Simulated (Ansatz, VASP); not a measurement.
**Al in VASP and in Ansatz**

Contents of INCAR:

```
SYSTEM = Al
PREC = Accurate ; ENCUT = 520
EDIFF = 1E-7 ; ISMEAR = 1
SIGMA = 0.1 ; LREAL = .FALSE.
LASPH = .TRUE. ; NELM = 100
ALGO = Normal ; ISIF = 2
LWAVE = .FALSE. ; LCHARG = .FALSE.
GGA = PS ; NBANDS = 8
```

File KPOINTS:

```
Automatic mesh
0
G
  12 12 12
  0 0 0
```

File POSCAR:

```
Al
1.0
    0.0000000000      2.0645171409      2.0645171409
    2.0645171409      0.0000000000      2.0645171409
    2.0645171409      2.0645171409      0.0000000000
Al
1
Direct
    0.0000000000      0.0000000000      0.0000000000
```

Input for Ansatz:

```yaml
crystal:
  lattice:
    - [0.0, 2.064517140904616, 2.064517140904616]
    - [2.064517140904616, 0.0, 2.064517140904616]
    - [2.064517140904616, 2.064517140904616, 0.0]
  atoms:
    - { symbol: Al, position: [0.0, 0.0, 0.0] }
basis:
  ecutwfc: 450.0
kpoints:
  mp_grid:
    grid: [12, 12, 12]
hamiltonian:
  xc: pbesol
  pseudopotentials:
    kind: paw
scf:
  max_iter: 65
  occupations:
    method: methfessel_paxton
    width: 0.1
output:
  stress: true
```

Alike in both runs: task single point; functional PBEsol; k mesh 12 × 12 × 12; occupations methfessel-paxton of order 1, width 0.1 eV; no spin polarisation.

```csv
,VASP,Ansatz
version,VASP 6.6.1,Ansatz 0.2.0
potentials or method,"VASP PAW PBE potentials, release 64 (Al)","plane waves, PAW"
plane-wave cutoff (eV),520,450
valence electrons in the cell,3,3
```

|  | VASP | Ansatz | Ansatz less VASP |
| --- | --- | --- | --- |
| pressure (GPa) | -5.7 | -5.7 | -0.05 |

Caveats: the PAW data sets were made with another functional, which shifts forces and pressure a little (VASP).
